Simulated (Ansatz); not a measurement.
C6H6O can be A, `Oc1ccccc1`, or B, `O=C1C=CC=CC1`.

Calculated with Ansatz (gas phase, PBE0-D4/def2-TZVP geometries, no zero-point term in ΔE). CCSD(T)/CBS is the MP2 limit (def2-TZVPP, def2-QZVPP) plus CCSD(T) − MP2 in def2-TZVPP, frozen cores. Functionals use def2-TZVPP. B3LYP here is the variant with VWN-RPA as its local correlation; programs differ in this. One conformer a species, not always the lowest.

Task: Which isomer does CCSD(T)/CBS put lower? Give the gap. (Best estimate.)

Result: Ansatz gave: A, by 19.4 kcal/mol.

Task: Give E(B) − E(A) in kcal/mol with B3LYP-D4, MP2/def2-TZVPP, B2PLYP, CCSD/def2-TZVPP, HF/def2-TZVPP, B3LYP, CCSD(T)/def2-SVP. (An estimate is asked.)

Result: Computed: B3LYP-D4 19.7, MP2/def2-TZVPP 24.1, B2PLYP 20.2, CCSD/def2-TZVPP 18.0, HF/def2-TZVPP 17.1, B3LYP 19.5, CCSD(T)/def2-SVP 16.5. None reverses the order clearly.

Task: Does the order hold for the free energy at 298.15 K (harmonic terms from PBE0-D4)? (An estimate is asked.)

Result: Computed: Yes: G(B) − G(A) = +17.7 kcal/mol, for one conformer each. Modes under 60 cm⁻¹, often nearly free rotors, make the harmonic entropy too high.

Largest T1 diagnostic: 0.015.

Leaving LDA and LC-ωPBE aside and taking each functional with its dispersion term where it has one, the values, not all of them listed here, spread over 3.7 kcal/mol, from BLYP-D4 to r2SCAN0-D4. LDA lies +3.9 kcal/mol from PBE without D4. At CCSD(T), def2-SVP lies −2.9 kcal/mol from the extrapolated value and def2-TZVPP −0.8 kcal/mol.
